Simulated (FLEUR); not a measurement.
Here is a FLEUR MaX-R8.1 (later development tree) calculation.

The input inp.xml:

```xml
<?xml version="1.0" encoding="UTF-8" standalone="no"?>
<fleurInput fleurInputVersion="0.39">
   <comment>
      SnTe                                                                                                
   </comment>
   <calculationSetup>
      <cutoffs Kmax="4.1" Gmax="12.7" GmaxXC="12.7" numbands="0"/>
      <scfLoop itmax="80" minDistance="0.0001" maxIterBroyd="30" imix="Anderson" alpha="0.05" precondParam="0.0" spinf="2.0" sdNocoIR="T"/>
      <coreElectrons ctail="F" frcor="F" kcrel="0" coretail_lmax="0"/>
      <xcFunctional name="LibXC" relativisticCorrections="F">
         <LibXCName exchange="mgga_x_r2scan" correlation="mgga_c_r2scan"/>
         <AuxGGA exchange="117" correlation="130"/>
      </xcFunctional>
      <magnetism jspins="1"/>
      <soc l_soc="F" theta="0.0" phi="0.0" spav="F"/>
      <expertModes spex="0" secvar="F"/>
      <geometryOptimization l_f="F" forcealpha="1.0" forcemix="BFGS" epsdisp="0.00001" epsforce="0.00001"/>
      <ldaU l_linMix="F" mixParam="0.05" spinf="1.0"/>
   </calculationSetup>
   <cell>
      <bzIntegration valenceElectrons="44.0" mode="hist" fermiSmearingEnergy="0.00183747">
         <kPointListSelection listName="default-1"/>
         <!-- k-points included here -->
         <xi:include xmlns:xi="http://www.w3.org/2001/XInclude" href="kpts.xml"> </xi:include>
      </bzIntegration>
      <!-- symmetry operations included here -->
      <xi:include xmlns:xi="http://www.w3.org/2001/XInclude" href="sym.xml"> </xi:include>
      <bulkLattice scale="1.0">
         <bravaisMatrix>
            <row-1>    0.0000000000000000     5.9542435596959100     5.9542435596959100</row-1>
            <row-2>    5.9542435596959100     0.0000000000000000     5.9542435596959100</row-2>
            <row-3>    5.9542435596959100     5.9542435596959100     0.0000000000000000</row-3>
         </bravaisMatrix>
      </bulkLattice>
   </cell>
   <atomSpecies>
      <species name="Tellurium (Te)" element="Te" atomicNumber="52">
         <mtSphere radius="2.66" gridPoints="879" logIncrement="0.015"/>
         <atomicCutoffs lmax="10" lnonsphr="10"/>
         <electronConfig flipSpins="F">
            <coreConfig>(1s1/2) (2s1/2) (2p1/2) (2p3/2) (3s1/2) (3p1/2) (3p3/2) (4s1/2) (3d3/2) (3d5/2)</coreConfig>
            <valenceConfig>(4p1/2) (4p3/2) (5s1/2) (4d3/2) (4d5/2) (5p1/2) (5p3/2)</valenceConfig>
            <stateOccupation state="(5p1/2)" spinUp="0.666667" spinDown="0.666667"/>
            <stateOccupation state="(5p3/2)" spinUp="1.333333" spinDown="1.333333"/>
         </electronConfig>
         <energyParameters s="5" p="5" d="5" f="4"/>
         <lo type="SCLO" l="1" n="4" eDeriv="0"/>
         <lo type="SCLO" l="1" n="4" eDeriv="1"/>
         <lo type="SCLO" l="2" n="4" eDeriv="0"/>
         <lo type="SCLO" l="2" n="4" eDeriv="1"/>
         <lo type="SCLO" l="0" n="5" eDeriv="2"/>
         <lo type="SCLO" l="3" n="4" eDeriv="2"/>
      </species>
      <species name="Tin (Sn)" element="Sn" atomicNumber="50">
         <mtSphere radius="2.66" gridPoints="879" logIncrement="0.015"/>
         <atomicCutoffs lmax="10" lnonsphr="10"/>
         <electronConfig flipSpins="F">
            <coreConfig>(1s1/2) (2s1/2) (2p1/2) (2p3/2) (3s1/2) (3p1/2) (3p3/2) (3d3/2) (3d5/2)</coreConfig>
            <valenceConfig>(4s1/2) (4p1/2) (4p3/2) (5s1/2) (4d3/2) (4d5/2) (5p1/2) (5p3/2)</valenceConfig>
            <stateOccupation state="(5p1/2)" spinUp="0.333333" spinDown="0.333333"/>
            <stateOccupation state="(5p3/2)" spinUp="0.666667" spinDown="0.666667"/>
         </electronConfig>
         <energyParameters s="5" p="5" d="4" f="4"/>
         <lo type="SCLO" l="0" n="4" eDeriv="0"/>
         <lo type="SCLO" l="1" n="4" eDeriv="0"/>
         <lo type="SCLO" l="1" n="4" eDeriv="1"/>
         <lo type="SCLO" l="2" n="4" eDeriv="2"/>
         <lo type="SCLO" l="3" n="4" eDeriv="2"/>
      </species>
   </atomSpecies>
   <atomGroups>
      <atomGroup species="Tellurium (Te)">
         <relPos label="                   1">1.000/2.000 1.000/2.000 1.000/2.000</relPos>
         <force calculate="T" relaxXYZ="TTT"/>
      </atomGroup>
      <atomGroup species="Tin (Sn)">
         <relPos label="                   2">.0000000000 .0000000000 .0000000000</relPos>
         <force calculate="T" relaxXYZ="TTT"/>
      </atomGroup>
   </atomGroups>
   <output dos="F" band="F" slice="F">
      <checks vchk="F" cdinf="F"/>
      <bandDOS minEnergy="-.5*Htr" maxEnergy="0.5*Htr" sigma="0.015" storeEVData="T"/>
      <vacuumDOS vacdos="F" integ="F" star="F" nstars="0" locx1="0.0" locy1="0.0" locx2="0.0" locy2="0.0" nstm="0" tworkf="0.0"/>
      <unfoldingBand unfoldBand="F" supercellX="1" supercellY="1" supercellZ="1"/>
      <plotting iplot="0" polar="F">
         <plot TwoD="T" vec1="  1.0  0.0  0.0" vec2="  0.0  1.0  0.0" vec3="  0.0  0.0  1.0" zero="  0.0  0.0  0.0" file="plot"/>
      </plotting>
      <chargeDensitySlicing numkpt="0" minEigenval="0.0" maxEigenval="0.0" nnne="0" pallst="F"/>
      <specialOutput eonly="F"/>
      <moessbauerParams electricFieldGradient="T" isomerShift="T" coreHyperfine="T" valenceHyperfine="T"/>
      <magneticCircularDichroism mcd="F" energyLo="-10.0" energyUp="0.0"/>
   </output>
  <!-- We include the file relax.xml here to enable relaxations (see documentation) -->
  <xi:include xmlns:xi="http://www.w3.org/2001/XInclude" href="relax.xml"> <xi:fallback/> </xi:include>
</fleurInput>
```

Contents of crystal.txt:

```
SnTe
&input cartesian=F /
0.0000000000  3.1508500000  3.1508500000
3.1508500000  0.0000000000  3.1508500000
3.1508500000  3.1508500000  0.0000000000
1.8897261246
1.0 1.0 1.0

2
52 0.5000000000  0.5000000000  0.5000000000
50 0.0000000000  0.0000000000  0.0000000000

&kpt div1=7 div2=7 div3=7 gamma=T /
```

Contents of inp.xml (bands):

```
<?xml version="1.0" encoding="UTF-8" standalone="no"?>
<fleurInput fleurInputVersion="0.39">
   <comment>
      SnTe                                                                                                
   </comment>
   <calculationSetup>
      <cutoffs Kmax="4.1" Gmax="12.7" GmaxXC="12.7" numbands="0"/>
      <scfLoop itmax="80" minDistance="0.0001" maxIterBroyd="30" imix="Anderson" alpha="0.05" precondParam="0.0" spinf="2.0" sdNocoIR="T"/>
      <coreElectrons ctail="F" frcor="F" kcrel="0" coretail_lmax="0"/>
      <xcFunctional name="LibXC" relativisticCorrections="F">
         <LibXCName exchange="mgga_x_r2scan" correlation="mgga_c_r2scan"/>
         <AuxGGA exchange="117" correlation="130"/>
      </xcFunctional>
      <magnetism jspins="1"/>
      <soc l_soc="F" theta="0.0" phi="0.0" spav="F"/>
      <expertModes spex="0" secvar="F"/>
      <geometryOptimization l_f="F" forcealpha="1.0" forcemix="BFGS" epsdisp="0.00001" epsforce="0.00001"/>
      <ldaU l_linMix="F" mixParam="0.05" spinf="1.0"/>
   </calculationSetup>
   <cell>
      <bzIntegration valenceElectrons="44.0" mode="hist" fermiSmearingEnergy="0.00183747">
         <kPointListSelection listName="path-1"/>
         <!-- k-points included here -->
         <xi:include xmlns:xi="http://www.w3.org/2001/XInclude" href="kpts.xml"> </xi:include>
      </bzIntegration>
      <!-- symmetry operations included here -->
      <xi:include xmlns:xi="http://www.w3.org/2001/XInclude" href="sym.xml"> </xi:include>
      <bulkLattice scale="1.0">
         <bravaisMatrix>
            <row-1>    0.0000000000000000     5.9542435596959100     5.9542435596959100</row-1>
            <row-2>    5.9542435596959100     0.0000000000000000     5.9542435596959100</row-2>
            <row-3>    5.9542435596959100     5.9542435596959100     0.0000000000000000</row-3>
         </bravaisMatrix>
      </bulkLattice>
   </cell>
   <atomSpecies>
      <species name="Tellurium (Te)" element="Te" atomicNumber="52">
         <mtSphere radius="2.66" gridPoints="879" logIncrement="0.015"/>
         <atomicCutoffs lmax="10" lnonsphr="10"/>
         <electronConfig flipSpins="F">
            <coreConfig>(1s1/2) (2s1/2) (2p1/2) (2p3/2) (3s1/2) (3p1/2) (3p3/2) (4s1/2) (3d3/2) (3d5/2)</coreConfig>
            <valenceConfig>(4p1/2) (4p3/2) (5s1/2) (4d3/2) (4d5/2) (5p1/2) (5p3/2)</valenceConfig>
            <stateOccupation state="(5p1/2)" spinUp="0.666667" spinDown="0.666667"/>
            <stateOccupation state="(5p3/2)" spinUp="1.333333" spinDown="1.333333"/>
         </electronConfig>
         <energyParameters s="5" p="5" d="5" f="4"/>
         <lo type="SCLO" l="1" n="4" eDeriv="0"/>
         <lo type="SCLO" l="1" n="4" eDeriv="1"/>
         <lo type="SCLO" l="2" n="4" eDeriv="0"/>
         <lo type="SCLO" l="2" n="4" eDeriv="1"/>
         <lo type="SCLO" l="0" n="5" eDeriv="2"/>
         <lo type="SCLO" l="3" n="4" eDeriv="2"/>
      </species>
      <species name="Tin (Sn)" element="Sn" atomicNumber="50">
         <mtSphere radius="2.66" gridPoints="879" logIncrement="0.015"/>
         <atomicCutoffs lmax="10" lnonsphr="10"/>
         <electronConfig flipSpins="F">
            <coreConfig>(1s1/2) (2s1/2) (2p1/2) (2p3/2) (3s1/2) (3p1/2) (3p3/2) (3d3/2) (3d5/2)</coreConfig>
            <valenceConfig>(4s1/2) (4p1/2) (4p3/2) (5s1/2) (4d3/2) (4d5/2) (5p1/2) (5p3/2)</valenceConfig>
            <stateOccupation state="(5p1/2)" spinUp="0.333333" spinDown="0.333333"/>
            <stateOccupation state="(5p3/2)" spinUp="0.666667" spinDown="0.666667"/>
         </electronConfig>
         <energyParameters s="5" p="5" d="4" f="4"/>
         <lo type="SCLO" l="0" n="4" eDeriv="0"/>
         <lo type="SCLO" l="1" n="4" eDeriv="0"/>
         <lo type="SCLO" l="1" n="4" eDeriv="1"/>
         <lo type="SCLO" l="2" n="4" eDeriv="2"/>
         <lo type="SCLO" l="3" n="4" eDeriv="2"/>
      </species>
   </atomSpecies>
   <atomGroups>
      <atomGroup species="Tellurium (Te)">
         <relPos label="                   1">1.000/2.000 1.000/2.000 1.000/2.000</relPos>
         <force calculate="T" relaxXYZ="TTT"/>
      </atomGroup>
      <atomGroup species="Tin (Sn)">
         <relPos label="                   2">.0000000000 .0000000000 .0000000000</relPos>
         <force calculate="T" relaxXYZ="TTT"/>
      </atomGroup>
   </atomGroups>
   <output dos="F" band="T" slice="F">
      <checks vchk="F" cdinf="F"/>
      <bandDOS minEnergy="-.5*Htr" maxEnergy="0.5*Htr" sigma="0.015" storeEVData="T"/>
      <vacuumDOS vacdos="F" integ="F" star="F" nstars="0" locx1="0.0" locy1="0.0" locx2="0.0" locy2="0.0" nstm="0" tworkf="0.0"/>
      <unfoldingBand unfoldBand="F" supercellX="1" supercellY="1" supercellZ="1"/>
      <plotting iplot="0" polar="F">
         <plot TwoD="T" vec1="  1.0  0.0  0.0" vec2="  0.0  1.0  0.0" vec3="  0.0  0.0  1.0" zero="  0.0  0.0  0.0" file="plot"/>
      </plotting>
      <chargeDensitySlicing numkpt="0" minEigenval="0.0" maxEigenval="0.0" nnne="0" pallst="F"/>
      <specialOutput eonly="F"/>
      <moessbauerParams electricFieldGradient="T" isomerShift="T" coreHyperfine="T" valenceHyperfine="T"/>
      <magneticCircularDichroism mcd="F" energyLo="-10.0" energyUp="0.0"/>
   </output>
  <!-- We include the file relax.xml here to enable relaxations (see documentation) -->
  <xi:include xmlns:xi="http://www.w3.org/2001/XInclude" href="relax.xml"> <xi:fallback/> </xi:include>
</fleurInput>
```

Potentials or basis: all-electron, FLAPW.

The run is started by

```console
$ inpgen -f crystal.txt -profile fastHighL
$ # inp.xml edited to the form shown
$ fleur_MPI
$ fleur_MPI   # second run, on inp.xml (bands)
```

(1) Predict the band gap along the path.

Results:

(1) 0.03 eV, direct.

Caveat: this odd mesh misses L, where the gap lies, so gap, dielectric constants and Born charges aren't listed; the meta-GGA is that of a development version, with a GGA for the radial functions and cores and without core tails; spin-orbit coupling is left out, which moves the levels of the heavy elements.

**Experimental background.**

From a printed reference work, textbook, for a bulk crystal of SnTe at 300 K: band gap 0.18 eV (direct).

A measured gap of SnTe is 0.18 eV (direct; 300 K; a printed reference work, textbook); the calculated 0.03 eV misses it by -0.15 eV. Spin-orbit coupling on Sn, Te is left out. The value is that of r2SCAN, without temperature or zero-point motion.
